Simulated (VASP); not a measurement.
# Ti (Fm-3m) in VASP: notebook

The runs below take Ti through equation of state, with PBE, PBEsol.

All numbers are computed with VASP 6.6.1; they aren't measurements. Logs are shortened: lines on timing, memory, paths and dates and some standing lists are left out, and cuts for length are marked.

## (1) The structure

Symmetry: Fm-3m, No. 225, cubic system. Conventional cell: a = 4.060 Å, b = 4.060 Å, c = 4.060 Å, α = 90.00°, β = 90.00°, γ = 90.00°. Ti (site symmetry m-3m) is surrounded by 12 Ti at 2.87 Å.

This isn't the form of Ti at room conditions, which is hcp.

## (2) Equation of state, PBE, 15.73 Å³/atom (volume scaled by 0.94)

INCAR reads:

```
PREC     = Accurate       # precision mode
ENCUT    = 520            # plane-wave cutoff, eV
EDIFF    = 1E-7           # SCF threshold, eV
ISMEAR   = -1             # smearing method
SIGMA    = 0.05           # smearing width, eV
LREAL    = False          # projectors in reciprocal space
LASPH    = True           # aspherical terms in the spheres
NELM     = 60             # most SCF steps
ALGO     = Normal         # electronic algorithm
ISIF     = 2              # what is computed and relaxed
LWAVE    = False          # write WAVECAR
LCHARG   = False          # write CHGCAR
GGA      = PE             # functional
NBANDS   = 12             # bands
```

KPOINTS reads:

```
regular mesh
0
Gamma
  11 11 11
```

POSCAR reads:

```
Ti
1.0
    0.0000000000      1.9885598007      1.9885598007
    1.9885598007      0.0000000000      1.9885598007
    1.9885598007      1.9885598007      0.0000000000
Ti
1
Direct
    0.0000000000      0.0000000000      0.0000000000
```

Potentials or basis: VASP PAW PBE potentials, release 64 (Ti_sv).

On the command line:

```console
> cat potpaw_PBE.64/Ti_sv/POTCAR > POTCAR
> mpirun -np 1 vasp_std > vasp.out
```

OUTCAR:

```text
PREC = Accurate
   ENCUT = 520
   EDIFF = 1E-7
   ISMEAR = -1
   LREAL = False
   LASPH = True
   NELM = 60
   ISIF = 2
   GGA = PE

 ion  position               nearest neighbor table
   1  0.000  0.000  0.000-

  LATTYP: Found a face centered cubic cell.
 ALAT       =     3.9771196014

  Lattice vectors:

 A1 = (   0.0000000000,   1.9885598007,   1.9885598007)
 A2 = (   1.9885598007,   0.0000000000,   1.9885598007)
 A3 = (   1.9885598007,   1.9885598007,   0.0000000000)

Analysis of symmetry for initial positions (statically):
=====================================================================
 Subroutine PRICEL returns:
 Original cell was already a primitive cell.

 Routine SETGRP: Setting up the symmetry group for a
 face centered cubic supercell.

 Subroutine GETGRP returns: Found 48 space group operations
 (whereof 48 operations were pure point group operations)
 out of a pool of 48 trial point group operations.

The static configuration has the point symmetry O_h .

Analysis of symmetry for dynamics (positions and initial velocities):
=====================================================================
 Subroutine PRICEL returns:
 Original cell was already a primitive cell.

 Routine SETGRP: Setting up the symmetry group for a
 face centered cubic supercell.

 Subroutine GETGRP returns: Found 48 space group operations
 (whereof 48 operations were pure point group operations)
 out of a pool of 48 trial point group operations.

The dynamic configuration has the point symmetry O_h .

 Subroutine INISYM returns: Found 48 space group operations
 (whereof 48 operations are pure point group operations),
 and found     1 'primitive' translations

----------------------------------------------------------------------------------------

                                     Primitive cell

  volume of cell :      15.7270

  direct lattice vectors                    reciprocal lattice vectors
     0.000000000  1.988559801  1.988559801    -0.251438252  0.251438252  0.251438252
     1.988559801  0.000000000  1.988559801     0.251438252 -0.251438252  0.251438252
     1.988559801  1.988559801  0.000000000     0.251438252  0.251438252 -0.251438252

  length of vectors
     2.812248240  2.812248240  2.812248240     0.435503827  0.435503827  0.435503827

  position of ions in fractional coordinates (direct lattice)
     0.000000000  0.000000000  0.000000000

  ion indices of the primitive-cell ions
   primitive index   ion index
                 1           1
[... 106 lines left out ...]
   POTIM  = 0.5000    time-step for ionic-motion
   TEBEG  =    0.0;   TEEND  =   0.0 temperature during run
   PSTRESS=    0.0 pullay stress
   NELECT =      12.0000    total number of electrons
   NUPDOWN=      -1.0000    fix difference up-down
   EMIN   =  10.00;   EMAX   =-10.00  energy-range for DOS
   EFERMI =   0.00;   METHOD = LEGACY
   ISMEAR =    -1;   SIGMA  =   0.05  broadening in eV -4-tet -1-fermi 0-gaus
   EFERMI_NEDOS =   21; number of points for ismear=-14 and -15
   IALGO  =     38    algorithm
   IMIX   =      4    mixing-type and parameters
     AMIX     =   0.40;   BMIX     =  1.00
     AMIX_MAG =   1.60;   BMIX_MAG =  1.00
  volume/ion in A,a.u.               =      15.73       106.13
  Fermi-wavevector in a.u.,A,eV,Ry     =   1.495960  2.826954 30.448420  2.237896
  Thomas-Fermi vector in A             =   2.608038
   LORBIT       =      0    0 simple, 1 ext, 2 COOP (PROOUT), +10 PAW based schemes
   GGA     = PE    functional components
   LHFCALC =     F    Hartree Fock is set to
   AEXX    =    0.0000 exact exchange contribution
   IVDW    =     0    specifies the selected vdW correction
   LEPSILON=     F    determine dielectric tensor
   LRPA    =     F    only Hartree local field effects (RPA)
 non-spin polarized calculation
  energy-cutoff  :      520.00
  volume of cell :       15.73
 maximum number of plane-waves:       440
 NGX is ok and might be reduce to    24
   NGX = 11   NGY = 11   NGZ = 11

 number of electron      11.9999998 magnetization

 Free energy of the ion-electron system (eV)
  ---------------------------------------------------
  ext. energy  EPLUGINS =         0.00000000
  ---------------------------------------------------
  free energy    TOTEN  =        -7.73110320 eV

  energy without entropy =       -7.72248988  energy(sigma->0) =       -7.72679654

 E-fermi :   9.3192     XC(G=0): -11.9718

 val. band max:        9.2270907049   @ k =   0.1818   0.1818   0.0000
 cond. band min:       9.3340447090   @ k =   0.2727   0.0000   0.0000
 fundamental gap:      0.1069540041
 Fermi energy:         9.3191929667

 k-point     1 :       0.0000    0.0000    0.0000
  band No.  band energies     occupation
      1     -47.2185      2.00000
      2     -22.9436      2.00000
      3     -22.9436      2.00000
      4     -22.9436      2.00000
      5       2.9986      2.00000
      6      10.2590      0.00000
      7      10.2590      0.00000
      8      10.2590      0.00000
      9      12.1265      0.00000
     10      12.1265      0.00000
     11      25.1213      0.00000
     12      30.0894      0.00000
[... 571 lines left out ...]
 k-point    40 :      -0.4545    0.1818    0.0909
  band No.  band energies     occupation
      1     -47.0222      2.00000
      2     -23.7775      2.00000
      3     -23.1985      2.00000
      4     -23.0955      2.00000
      5       7.1065      2.00000
      6       8.9668      1.99826
      7       9.8892      0.00002
      8      10.6722      0.00000
      9      13.1728      0.00000
     10      14.5659      0.00000
     11      18.7520      0.00000
     12      24.4736      0.00000

 [... further k-points ...]

------------------------ aborting loop because EDIFF is reached ----------------------------------------

  FORCE on cell =-STRESS in cart. coord.  units (eV):
  Direction    XX          YY          ZZ          XY          YZ          ZX
  --------------------------------------------------------------------------------------
  -------------------------------------------------------------------------------------
  Total        1.1834824      1.1834824      1.1834824      0.0000000      0.0000000      0.0000000
  in kB      120.5664390    120.5664390    120.5664390      0.0000000      0.0000000      0.0000000
  external PRESSURE =     120.5664390 kB  Pullay stress =       0.0000000 kB

 VOLUME and BASIS-vectors are now :
 -----------------------------------------------------------------------------
  energy-cutoff  :      520.00
  volume of cell :       15.73
      direct lattice vectors                 reciprocal lattice vectors
     0.000000000  1.988559801  1.988559801    -0.251438252  0.251438252  0.251438252
     1.988559801  0.000000000  1.988559801     0.251438252 -0.251438252  0.251438252
     1.988559801  1.988559801  0.000000000     0.251438252  0.251438252 -0.251438252

 POSITION                                       TOTAL-FORCE (eV/Angst)
 -----------------------------------------------------------------------------------
      0.00000      0.00000      0.00000        -0.000000      0.000000     -0.000000
 -----------------------------------------------------------------------------------
    total drift:                               -0.000000     -0.000000     -0.000000

  FREE ENERGIE OF THE ION-ELECTRON SYSTEM (eV)
  ---------------------------------------------------
  free  energy   TOTEN  =        -7.7311031986 eV

  energy  without entropy=       -7.7224898821  energy(sigma->0) =       -7.72679654
```

OSZICAR:

```text
N       E                     dE             d eps       ncg     rms          rms(c)
DAV:   1     0.837898163302E+02    0.83790E+02   -0.65905E+03  1360   0.121E+03
DAV:   2    -0.460117804084E+01   -0.88391E+02   -0.85937E+02  1360   0.295E+02
DAV:   3    -0.846522076275E+01   -0.38640E+01   -0.38253E+01  1748   0.629E+01
DAV:   4    -0.857392361215E+01   -0.10870E+00   -0.10855E+00  1536   0.904E+00
DAV:   5    -0.857692617469E+01   -0.30026E-02   -0.30025E-02  1560   0.136E+00    0.922E+00
DAV:   6    -0.772062472480E+01    0.85630E+00   -0.17552E+00  1452   0.202E+01    0.262E+00
DAV:   7    -0.771597872419E+01    0.46460E-02   -0.10385E-01  1624   0.391E+00    0.140E+00
DAV:   8    -0.773077837186E+01   -0.14800E-01   -0.44840E-02  1396   0.246E+00    0.135E-01
DAV:   9    -0.773102752938E+01   -0.24916E-03   -0.42348E-03  1624   0.676E-01    0.998E-02
DAV:  10    -0.773112902560E+01   -0.10150E-03   -0.26840E-04  1452   0.177E-01    0.285E-02
DAV:  11    -0.773110193442E+01    0.27091E-04   -0.35298E-05  1564   0.711E-02    0.631E-03
DAV:  12    -0.773110254697E+01   -0.61256E-06   -0.95161E-07  1516   0.979E-03    0.481E-03
DAV:  13    -0.773110316338E+01   -0.61641E-06   -0.10769E-06  1680   0.107E-02    0.173E-03
DAV:  14    -0.773110319864E+01   -0.35256E-07   -0.44636E-08   920   0.224E-03
   1 F= -.77311032E+01 E0= -.77267965E+01  d E =-.861332E-02
```

stdout:

```text
POSCAR found type information on POSCAR Ti
 POSCAR found :  1 types and       1 ions
 scaLAPACK will be used
 LDA part: xc-table for (Slater+PW92), standard interpolation
 POSCAR, INCAR and KPOINTS ok, starting setup
 FFT: planning ... GRIDC
 FFT: planning ... GRID_SOFT
 FFT: planning ... GRID
 WAVECAR not read
 entering main loop
```

It took 22 s on 1 thread of AMD EPYC 7R43 (Zen 3), shared host; peak memory 0.11 GiB.

Results:

```yaml
Free_energy: -7.7311 eV
Pressure: 12.1 GPa
Band_gap_on_the_k_mesh: none (metal or under the smearing width)
```

## (3) Equation of state, PBE, 16.06 Å³/atom (volume scaled by 0.96)

INCAR reads:

```
PREC = Accurate
ENCUT = 520
EDIFF = 1E-7
ISMEAR = -1
SIGMA = 0.05
LREAL = F
LASPH = T
NELM = 60
ALGO = Normal
ISIF = 2
LWAVE = F
LCHARG = F
GGA = PE
NBANDS = 12
```

KPOINTS is that of step 2.

POSCAR reads:

```
Ti
1.0
    0.0000000000      2.0025642044      2.0025642044
    2.0025642044      0.0000000000      2.0025642044
    2.0025642044      2.0025642044      0.0000000000
Ti
1
Direct
    0.0000000000      0.0000000000      0.0000000000
```

Potentials or basis: VASP PAW PBE potentials, release 64 (Ti_sv).

On the command line:

```console
> cat potpaw_PBE.64/Ti_sv/POTCAR > POTCAR
> mpirun -np 1 vasp_std > vasp.out
```

It took 24 s on 1 thread of AMD EPYC 7R43 (Zen 3), shared host; peak memory 0.11 GiB.

It converged, with:

```
Free energy            : -7.7533 eV
Pressure               : 9.1 GPa
Band gap on the k mesh : none (metal or under the smearing width)
```

[end of part 1 of 2]
